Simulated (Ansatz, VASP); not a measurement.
# GaN in two plane-wave programs, part 2 of 2

Aim: how closely do two programs agree when they are given the same cell, functional and k mesh? The cell is taken from a series of runs on this material, whose earlier steps may have relaxed, scaled, displaced or heated it; both programs get it as it stands.

VASP 6.6.1 and Ansatz 0.2.0.

So far: The structure; VASP: zone-centre phonons, LDA, pair 1.

## Step 3: Ansatz: zone-centre phonons, LDA, pair 1

Level of this step: Ansatz beside VASP: Kohn-Sham DFT, plane waves, LDA (Ansatz).

Ansatz runs on its PAW soft_1 files.

The same cell, functional (in two slightly different forms) and mesh now go to Ansatz, which takes its cutoff from its data sets.

Input file input.yaml:

```yaml
crystal:
  lattice:
    - [-0.0844094807, 2.2322971307, 2.2322971307]
    - [2.2322971307, -0.0844094807, 2.2322971307]
    - [2.2322971307, 2.2322971307, -0.0844094807]
  atoms:
    - { symbol: "N", position: [0.2524968456, 0.2524968456, 0.2524968456] }
    - { symbol: Ga, position: [-0.0024968456, -0.0024968456, -0.0024968456] }
kpoints:
  mp_grid: { grid: [12, 12, 12] }
hamiltonian:
  xc: lda
  pseudopotentials: { kind: paw, azcp: { folder: soft_1 }, xc_functional: pbe }
scf:
  occupations: { method: fixed }
output:
  eigenvalues: true
phonons:
  method: dfpt
  dielectric: true
  rigid_motions: translations
```

Launch:

```bash
$ ansatz run input.yaml --threads 4 --pin off --max-ram 10240MiB --backend cpu --events-out ev --progress --plain --runs-dir out
```

Numbers of over 12 decimals in the logs are rounded to 6 here.

What it wrote:

```text
Engine: ansatz 0.2.0, x86_64-unknown-linux-gnu
Pseudopotentials: kind: paw
Pseudopotential: N, paw, valence charge 5, recommended cutoff 420 eV (normal), soft_1/N.paw.azcp
Pseudopotential: Ga, paw, valence charge 13, recommended cutoff 420 eV (normal), soft_1/Ga.paw.azcp
Functional definition: SPW92
  exchange = slater_x
  correlation = pw_c
Crystal: 2 atoms, lattice volume = 23.509 Å³
Basis set: ecut = 420 eV, 471 PW (Γ), exchange–correlation on 48×48×48 points (8 copies of the dense FFT grid, shifted against one another)
Bands: 13, of which v1, the nominal top of the filled ones, is band 9 counted from 1 (8 counted from 0)
Symmetry: 6 space group operations
k-points: 476 of 1728 (irreducible under 2 space group operations, time reversal used)
Non-local potential: N, projectors of the file, l = 0: 2, l = 1: 2, l = 2: 1
Non-local potential: Ga, projectors of the file, l = 0: 2, l = 1: 2, l = 2: 3, l = 3: 1
PAW form: soft (Blöchl's): semilocal exchange-correlation on the pseudo side does not see the compensation charge
PAW frozen core: N, regenerated for the run's functional, and the local potential with it (the file was generated under x = pbe(κ = 0.804, μ = 0.219515), c = pbe(β = 0.066725))
PAW frozen core: Ga, regenerated for the run's functional, and the local potential with it (the file was generated under x = pbe(κ = 0.804, μ = 0.219515), c = pbe(β = 0.066725))
PAW one-centre angular grid: N, 110 points (default); XC on 64 Gauss nodes
PAW one-centre angular grid: Ga, 590 points (default); XC on 64 Gauss nodes
Initial density: superposition of atomic densities (chi_scale 0.1, normalization cell, long waves kept (reshape's long-wave potential 0.00 eV rms))
Initial wavefunctions: pseudopotential atomic-orbital guess
Functional: x = slater, c = lda
SCF iter   1: F=—  HF=-4082.557735 eV  |F-HF|=—  |Δ(HF+E_count)|=         —  Δρ=9.85e-2  dr2=1.96e0  ethr=3.10e-3  ⟨swp⟩=4.0  Hψ=27601  notcnv=0  defer=742
preconditioner: auto → none  [insulator: Δε(μ)=2.172 eV  Ē_g=18.844 eV  n_scr=8 (ndim 8)  ℏωp=32.5 eV  f_vac=0.000  ε∞_Penn≈4.0]
SCF iter   2: F=—  HF=-4082.122899 eV  |F-HF|=—  |Δ(HF+E_count)|=   4.35e-1  Δρ=5.67e-2  dr2=4.80e-1  ethr=3.10e-3  ⟨swp⟩=2.1  Hψ=13669  notcnv=0  defer=332
SCF iter   3: F=—  HF=-4082.006226 eV  |F-HF|=—  |Δ(HF+E_count)|=   1.17e-1  Δρ=1.83e-2  dr2=4.28e-2  ethr=2.66e-3  ⟨swp⟩=2.0  Hψ=8617  notcnv=0  defer=950
SCF iter   4: F=—  HF=-4081.995838 eV  |F-HF|=—  |Δ(HF+E_count)|=   1.04e-2  Δρ=8.00e-3  dr2=6.48e-3  ethr=2.38e-4  ⟨swp⟩=2.0  Hψ=12278  notcnv=0  defer=950
SCF iter   5: F=—  HF=-4081.992867 eV  |F-HF|=—  |Δ(HF+E_count)|=   2.97e-3  Δρ=1.08e-3  dr2=8.59e-5  ethr=3.60e-5  ⟨swp⟩=2.0  Hψ=11163  notcnv=0  defer=950
SCF iter   6: F=—  HF=-4081.992836 eV  |F-HF|=—  |Δ(HF+E_count)|=   3.15e-5  Δρ=1.39e-4  dr2=2.24e-6  ethr=4.77e-7  ⟨swp⟩=2.0  Hψ=10872  notcnv=0  defer=834
SCF iter   7: F=—  HF=-4081.992834 eV  |F-HF|=—  |Δ(HF+E_count)|=   1.19e-6  Δρ=1.75e-5  dr2=3.38e-8  ethr=1.24e-8  ⟨swp⟩=2.0  Hψ=10383  notcnv=0
SCF iter   8: F=—  HF=-4081.992834 eV  |F-HF|=—  |Δ(HF+E_count)|=   5.81e-9  Δρ=1.79e-6  dr2=4.35e-10  ethr=1.88e-10  ⟨swp⟩=2.0  Hψ=10248  notcnv=0
SCF iter   9: F=-4081.992834 eV  HF=-4081.992834 eV  |F-HF|=3.64e-12  |Δ(HF+E_count)|=  1.17e-10  Δρ=1.49e-7  dr2=4.33e-12  ethr=1.00e-12  ⟨swp⟩=6.4  Hψ=32919  notcnv=0
SCF 1 converged in 9 iterations: F = -4081.992834 eV  dr2 = 4.33e-12
  greatest PAW one-centre occupation: 0.996 electrons in one spin orbital (limit 2), on the Ga atom at site 1 (counted from 0), in its partial waves of l = 2
NSCF: frozen V_eff on 5 k-points
DFPT response loops at Γ: preconditioner auto → none (the input reference at scf.mixing.eps_inf says where Resta's filter doesn't serve); β = 0.50; Broyden in place of MSR1
── the response to a field inside a basis, on 12×12×12 k-points: an SCF that follows is theirs, and a resumed run solves both again ──
Bands: 10, of which v1, the nominal top of the filled ones, is band 9 counted from 1 (8 counted from 0)
k-points: 182 of 1728 (time reversal used)
Initial density: handed on by an earlier stage of this run
Initial wavefunctions: pseudopotential atomic-orbital guess (no wavefunctions were taken with the density)
Eigensolver: Dense (182 Hₖ)
SCF iter   1: F=—  HF=-4081.994434 eV  |F-HF|=—  |Δ(HF+E_count)|=         —  Δρ=4.44e-4  dr2=8.56e-6  ethr=1.00e-1
preconditioner: auto → none  [insulator: Δε(μ)=1.625 eV  Ē_g=14.968 eV  n_scr=8 (ndim 8)  ℏωp=32.5 eV  f_vac=0.001  ε∞_Penn≈5.7]
SCF iter   2: F=—  HF=-4081.994433 eV  |F-HF|=—  |Δ(HF+E_count)|=   1.21e-6  Δρ=2.45e-4  dr2=4.05e-6  ethr=4.75e-8
SCF iter   3: F=—  HF=-4081.994434 eV  |F-HF|=—  |Δ(HF+E_count)|=   1.05e-6  Δρ=1.07e-4  dr2=2.52e-6  ethr=2.25e-8
SCF iter   4: F=-4081.994433 eV  HF=-4081.994433 eV  |F-HF|=8.70e-9  |Δ(HF+E_count)|=   1.05e-6  Δρ=1.32e-5  dr2=1.81e-8  ethr=1.40e-8
SCF 1 converged in 4 iterations: F = -4081.994433 eV  dr2 = 1.81e-8
DFPT response loops at Γ: mixed as the last ones told, above
WARN: field response: ε∞ stands inside a basis, on 12×12×12 points; the force constants stand on the 12×12×12 k-mesh, whose period is 12.69 times the interband length at k = (0.0000, 0.0000, 0.0000), direct gap 1.290 eV, under 14: take them and everything formed from them as unconverged, and compare with a denser kpoints.mp_grid
SCF converged after 9 iterations
Free energy (F): -4081.992834 eV
Harris-Foulkes:  -4081.992834 eV  (|F-HF|=3.64e-12)
Internal energy: -4081.992834 eV  (E = F + TS)
E sigma→0 (E₀):  -4081.992834 eV
Fermi energy:    9.068389 eV
--- Per-component energies (eV) ---
  E_band       = -19.690955
  E_kinetic    = 239.209519
  E_local      = -1438.458718  (includes V_loc(G=0)·N_el)
  E_nonlocal   = -52.084564
  E_hartree    = 900.625686
  E_xc         = -120.909775
  E_vxc        = -130.234796  (∫ρ·V_xc dr)
  E_paw        = -2038.922210  (= ΣΔE_a)
  E_vpaw       = -439.374460  (= ΣTr[D̂ρ^β])
  E_aug_tail   = 0.000654  (compensation charges beyond the density's cutoff)
  E_ewald      = -1573.261952
  E_core_change = 1.808525  (= ΣΔE_core)
  E_smearing   = -0.000000  (= −TS)
  E_closure    = 0.000000  (closes the sum)
  Σ components = -4081.992834   (vs F -4081.992834, Δ=0.00e0)
--- Band table (eV; the first three rows and the last of 476) ---
  k-point 0: bands = [... 5 lower, -4.4083, 8.7699, 8.7699, 9.0684, 10.3588, 18.4359, 18.4359, 19.7492]
  k-point 1: bands = [... 5 lower, -4.4083, 7.9400, 8.7027, 8.9710, 11.0441, 18.1893, 18.5699, 19.7519]
  k-point 2: bands = [... 5 lower, -4.4054, 6.4928, 8.5276, 8.7814, 11.9910, 17.6483, 18.8771, 19.8312]
  k-point 475: bands = [... 5 lower, -2.7641, 2.1346, 7.6859, 7.6859, 12.7251, 17.5205, 18.3728, 18.3728]
--- Phonons (Γ-DFPT): 2 representative perturbations + reference, on 476 of 1728 k-points (Σ response iterations 6) ---
  k mesh reduced under 2 symmetry operations, with k and −k counted as one. Each operation leaves every solved perturbation unchanged. A smaller set is not considered because the run solves the response to a homogeneous field
  ASR residual: 8.423e-5 → 0.000e0 eV/Å²; symmetrization residual: 1.998e-6 eV/Å²
  ASR residual per site (eV/Å²): 6.55e-5 8.42e-5
  Γ frequencies (cm⁻¹): 0.00 0.00 0.00 484.57 484.57 535.66
  ε∞ (high-frequency dielectric tensor):
        6.224329    -0.146165    -0.146165
       -0.146165     6.224329    -0.146165
       -0.146165    -0.146165     6.224329
  ε⁰ (static dielectric tensor: ions relaxed, cell fixed):
       11.355653    -0.612638    -0.612638
       -0.612638    11.355653    -0.612638
       -0.612638    -0.612638    11.355653
  ε⁰ − ε∞ (ionic part):
        5.131324    -0.466473    -0.466473
       -0.466473     5.131324    -0.466473
       -0.466473    -0.466473     5.131324
  softest optical mode at Γ: 484.57 cm⁻¹; the repairs (sum rule, projections) moved no ω² at Γ by more than (1.27 cm⁻¹)²
  Born effective charges Z* (e; rows j = field, columns β = displacement):
    site 0:
        -2.66791    0.03849    0.03849
         0.03849   -2.66791    0.03849
         0.03849    0.03849   -2.66791
    site 1:
         2.66791   -0.03849   -0.03849
        -0.03849    2.66791   -0.03849
        -0.03849   -0.03849    2.66791
  Z* charge neutrality: 1.137e-3 e pre-enforcement
  solved inside a basis spanned on kpoints, on 12×12×12 k-points, its susceptibility summed on 18×18×18: ε∞ is read to err by 2.4e-2, Z* by 2.5e-2 e (field_mesh: kpoints solves on kpoints); Z* is corrected for what the basis lacks
  optical modes at Γ without the LO–TO term, one row a degenerate level:
      ω (cm⁻¹)  modes    IR ((D/Å)²/amu)
        484.57      2            28.9757
        535.66      1            13.2781
  optical modes at Γ + LO–TO along q̂ = [1.0000, 0.0000, 0.0000]:
      ω (cm⁻¹)  modes    IR ((D/Å)²/amu)
        484.57      1            14.4878
        517.16      1            13.8069
        677.92      1            13.9590
  optical modes at Γ + LO–TO along q̂ = [0.0000, 1.0000, 0.0000]:
      ω (cm⁻¹)  modes    IR ((D/Å)²/amu)
        484.57      1            14.4878
        517.16      1            13.8069
        677.92      1            13.9590
  optical modes at Γ + LO–TO along q̂ = [0.0000, 0.0000, 1.0000]:
      ω (cm⁻¹)  modes    IR ((D/Å)²/amu)
        484.57      1            14.4878
        517.16      1            13.8069
        677.92      1            13.9590
```

The column dr2 measures how far the density is from self-consistency, as an energy; F and HF (Harris–Foulkes) agree once it is small.

## Step 4: Comparison

Known differences besides the potentials themselves: fixed occupations in Ansatz, narrow Gaussian smearing in VASP; VASP's response is taken on the typed mesh, Ansatz refines its own for the field response alone; the cutoff is 420 eV in Ansatz and 600 eV in VASP; VASP's log shows a relativistic correction to its local exchange, Ansatz's none; VASP's log repeats an internal error in its field response. Total energies have different zeros and are not compared.

Compared:

```
                                     quantity  Ansatz   VASP  difference
                                        ε∞ xx    6.22   6.23     -0.07 %
                                        ε∞ yy    6.22   6.23     -0.07 %
                                        ε∞ zz    6.22   6.23     -0.07 %
 Born charge of N1 (mean of the diagonal) (e)   -2.67  -2.66       -0.01
Born charge of Ga2 (mean of the diagonal) (e)    2.67   2.66       +0.01
                   optical mode 1 to 2 (cm⁻¹)   484.6  488.6     -0.83 %
                        optical mode 3 (cm⁻¹)   535.7  540.1     -0.82 %
```

Modes are paired by rising frequency, not by their patterns, so a pair may set unlike modes beside each other; they are those without the splitting of longitudinal modes.

## Step 5: Ansatz: zone-centre phonons, LDA, pair 2

Second derivatives magnify differences that forces hide, and they need a tight electronic threshold. The cell compared in this pair holds 21.23 Å³, against 23.51 Å³ for the pair before.

The cell is taken from a series of runs on this material, whose earlier steps may have relaxed, scaled, displaced or heated it; both programs get it as it stands.

input.yaml, the sections that differ from step 3:

```yaml
crystal:
  lattice:
    - [0.0, 2.1384984106, 2.3206183027]
    - [2.1384984106, 0.0, 2.3206183027]
    - [2.1384984106, 2.1384984106, 0.0]
  atoms:
    - { symbol: "N", position: [0.25, 0.25, 0.25] }
    - { symbol: Ga, position: [0.0, 0.0, 0.0] }
# kpoints, hamiltonian, scf, output, phonons: as in step 3
```

What it wrote:

```text
[...]
Crystal: 2 atoms, lattice volume = 21.225 Å³
Basis set: ecut = 420 eV, 419 PW (Γ), exchange–correlation on 48×48×48 points (8 copies of the dense FFT grid, shifted against one another)
Bands: 13, of which v1, the nominal top of the filled ones, is band 9 counted from 1 (8 counted from 0)
Symmetry: 8 space group operations
k-points: 868 of 1728 (irreducible under 1 space group operation, time reversal used)
[...]
optical modes at Γ + LO–TO along q̂ = [1.0000, 0.0000, 0.0000]:
      ω (cm⁻¹)  modes    IR ((D/Å)²/amu)
[...]
optical modes at Γ + LO–TO along q̂ = [0.0000, 1.0000, 0.0000]:
      ω (cm⁻¹)  modes    IR ((D/Å)²/amu)
[...]
603.56      1            14.6833
        750.03      1            13.1400
  optical modes at Γ + LO–TO along q̂ = [0.0000, 0.0000, 1.0000]:
      ω (cm⁻¹)  modes    IR ((D/Å)²/amu)
        570.23      2            26.2800
        787.48      1            14.6833
[key lines of the parts left out:]
SCF converged after 9 iterations
Free energy (F): -4082.021216 eV
Fermi energy:    10.615362 eV
```

## Step 6: VASP: zone-centre phonons, LDA, pair 2

The same cell, functional (in two slightly different forms) and mesh now go to VASP, with its own data sets.

Input file INCAR:

```
SYSTEM = GaN
PREC = Accurate
ENCUT = 600
EDIFF = 1E-08
NELM = 120
ISMEAR = 0
SIGMA = 0.01
LREAL = .FALSE.
ALGO = Normal
GGA = PW92
NBANDS = 15
LORBIT = 11
LWAVE = .FALSE.
LCHARG = .FALSE.
ISIF = 2
IBRION = 8
LEPSILON = .TRUE.
LASPH = .TRUE.
GGA_COMPAT = .FALSE.
EFERMI = MIDGAP
KPAR = 2
```

Input file POSCAR:

```
GaN
1.0
    0.0000000000      2.1384984106      2.3206183027
    2.1384984106      0.0000000000      2.3206183027
    2.1384984106      2.1384984106      0.0000000000
N Ga
1 1
Direct
    0.2500000000      0.2500000000      0.2500000000
    0.0000000000      0.0000000000      1.0000000000
```

Input file KPOINTS:

```
Automatic mesh
0
Gamma
12 12 12
0 0 0
```

The projector-augmented-wave data sets are N and Ga_d (LDA family, release 64).

Launch:

```bash
$ mpirun -np 2 vasp_std
```

What it wrote:

```text
[banner, memory and clock lines left out]
running    2 mpi-ranks, on    1 nodes
[...]
[... a notice as in an earlier step ...]

 LDA part: xc-table for (Slater(with rela. corr.)+PW92), standard interpolation
 POSCAR, INCAR and KPOINTS ok, starting setup
[...]
entering main loop
       N       E                     dE             d eps       ncg     rms          rms(c)
DAV:   1     0.884393552837E+02    0.88439E+02   -0.10260E+04  5415   0.239E+03
DAV:   2    -0.964042519362E+01   -0.98080E+02   -0.91326E+02  5604   0.366E+02
DAV:   3    -0.159798461654E+02   -0.63394E+01   -0.63094E+01  5415   0.777E+01
DAV:   4    -0.160541610561E+02   -0.74315E-01   -0.74295E-01  6124   0.874E+00
[...]
DAV:  12    -0.138801822897E+02   -0.14412E-05   -0.12557E-05  5450   0.427E-02    0.578E-03
DAV:  13    -0.138801822950E+02   -0.52091E-08   -0.33672E-07  6571   0.108E-02    0.163E-03
DAV:  14    -0.138801822916E+02    0.33774E-08   -0.15807E-08  5183   0.120E-03
   1 F= -.13880182E+02 E0= -.13880182E+02  d E =0.000000E+00
[...]
RMM:  11    -0.160551756614E+00    0.25299E-08   -0.17717E-09 31097   0.108E-04    0.508E-07
 first order change of Fermi-energy  -0.19983E-04
 force on displaced ion       2 direction 1 : -14.148  -0.000   0.000
 Born effective charge ion    2 direction 1 :   2.572   0.000   0.000
 Linear response progress:
  Degree of freedom:   4/  4
       N       E                     dE             d eps       ncg     rms          rms(c)
RMM:   1    -0.164612607015E+00   -0.16461E+00    0.24926E-01 10711   0.924E+00
RMM:   2    -0.161665193607E+00    0.29474E-02   -0.36010E-02 16237   0.170E+00    0.604E-02
RMM:   3    -0.161866975191E+00   -0.20178E-03   -0.25931E-03 16545   0.403E-01    0.366E-02
RMM:   4    -0.161502004065E+00    0.36497E-03   -0.17492E-04 17275   0.111E-01    0.408E-03
[...]
RMM:  10    -0.161507280447E+00    0.12304E-06    0.13810E-07 17809   0.180E-04    0.161E-06
RMM:  11    -0.161507292140E+00   -0.11693E-07    0.67531E-08 18218   0.884E-05    0.790E-07
RMM:  12    -0.161507285327E+00    0.68132E-08    0.93689E-08 17759   0.536E-05    0.333E-07
 first order change of Fermi-energy   0.84640E+00
 force on displaced ion       2 direction 3 :  -0.000  -0.000 -15.885
 Born effective charge ion    2 direction 3 :   0.000   0.000   2.712
 Born effective charges drift removed
 Linear response finished
```

From OUTCAR (step 6):

```text
  Total        1.7948005      1.7948005      0.1376413      0.0000000      0.0000000     -0.0000000
  in kB      135.4800038    135.4800038     10.3898105      0.0000000      0.0000000     -0.0000000
  external PRESSURE =      93.7832727 kB  Pullay stress =       0.0000000 kB

 POSITION                                       TOTAL-FORCE (eV/Angst)
 -----------------------------------------------------------------------------------
      1.06925      1.06925      1.16031        -0.000000     -0.000000      0.000000
      0.00000      0.00000      0.00000         0.000000      0.000000     -0.000000
 -----------------------------------------------------------------------------------
    total drift:                                0.000001      0.000001      0.000000

 MACROSCOPIC STATIC DIELECTRIC TENSOR (including local field effects in DFT)
 ------------------------------------------------------
           5.518262     0.000000     0.000000
          -0.000000     5.518262     0.000000
          -0.000000    -0.000000     5.701384
 ------------------------------------------------------

 MACROSCOPIC STATIC DIELECTRIC TENSOR IONIC CONTRIBUTION
 ------------------------------------------------------
           3.987673     0.000000    -0.000000
           0.000000     3.987673     0.000000
          -0.000000     0.000000     3.947331
 ------------------------------------------------------

[... 2 further parts left out ...]
```

## Step 7: Differences

Compared:

```
                                     quantity  Ansatz   VASP  difference
                                        ε∞ xx    5.56   5.52     +0.80 %
                                        ε∞ yy    5.56   5.52     +0.80 %
                                        ε∞ zz    5.77   5.70     +1.15 %
 Born charge of N1 (mean of the diagonal) (e)   -2.63  -2.62       -0.01
Born charge of Ga2 (mean of the diagonal) (e)    2.63   2.62       +0.01
                   optical mode 1 to 2 (cm⁻¹)   570.2  574.6     -0.75 %
                        optical mode 3 (cm⁻¹)   603.6  608.9     -0.88 %
```

Modes are paired by rising frequency, not by their patterns, so a pair may set unlike modes beside each other; they are those without the splitting of longitudinal modes.

## Step 8: Summary of results

| Property | Result |
| --- | --- |
| r.m.s. difference of the optical zone-centre modes, each program's sorted by frequency (zone-centre phonons, LDA, pair 1) | 4.2 cm⁻¹ |
| difference in optical mode 1 to 2 (zone-centre phonons, LDA, pair 1) | -0.8 % |
| r.m.s. difference of the optical zone-centre modes, each program's sorted by frequency (zone-centre phonons, LDA, pair 2) | 4.7 cm⁻¹ |
| difference in ε∞ zz (zone-centre phonons, LDA, pair 2) | +1.2 % |

The r.m.s. difference of the optical zone-centre modes, each program's sorted by frequency is 4.2 cm⁻¹ (zone-centre phonons, LDA, pair 1). Among the rows given in per cent, the largest difference of the zone-centre phonons, LDA, pair 1 pair is in optical mode 1 to 2, -0.8 %. Among the rows given in per cent, the largest difference of the zone-centre phonons, LDA, pair 2 pair is in ε∞ zz, +1.2 %. Such differences can come from data sets, numerical settings and the points named under the comparisons, not from the functional's error against experiment.

[Lines on the potential files, build, host, timing and source positions are cut from VASP's logs without a mark.]

[Logs are printed without paths, hosts, clocks, repeated set-up lines and the standing remarks that a program may print on its own settings, such as how far it seeks lower states.]

[Hosts, paths, dates, database ids (printed as entryN), source tags and the programs' standing remarks are cut or masked in the printed files.]
